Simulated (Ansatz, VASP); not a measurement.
## One calculation of Al4N3, two programs

```
Al N
1.0
     3.02250    0.00000    0.00000
    -1.51125    2.61756    0.00000
     0.00000    0.00000    9.46662
Al N
4 3
Cartesian
  0.0000 0.0000 4.7069
  0.0000 1.7450 7.2296
  0.0000 0.0000 9.2469
  0.0000 1.7450 2.2433
  0.0000 1.7450 4.1000
  0.0000 0.0000 6.5646
  0.0000 0.0000 1.6452
```

Alike in both runs: functional PBE; k mesh 12 × 12 × 4; occupations gaussian, width 0.1 eV; no spin polarisation.

Ansatz relaxed the structure, and its values are those at the end. VASP's run is a single point on that final structure, the one shown.

|  | VASP | Ansatz |
| --- | --- | --- |
| version | VASP 6.6.1 | Ansatz 0.2.0 |
| potentials or method | VASP PAW PBE potentials, release 64 (Al, N) | scalar-relativistic, plane waves, PAW |
| plane-wave cutoff (eV) | 520 | 420 |
| valence electrons in the cell | 27 | 27 |

|  | VASP | Ansatz | Ansatz less VASP |
| --- | --- | --- | --- |
| gap on the k mesh at the Fermi level (eV) | none | none | - |
| pressure (GPa) | 16.9 | 17.0 | +0.17 |

A gap of «none» marks a metal or a gap that the smearing closes. The functional is the same, so the differences come from potentials, cutoffs and numerics.

Caveats: so large a pressure means that the cell lies far from this level's equilibrium, or that cutoff or potentials fall short (VASP).
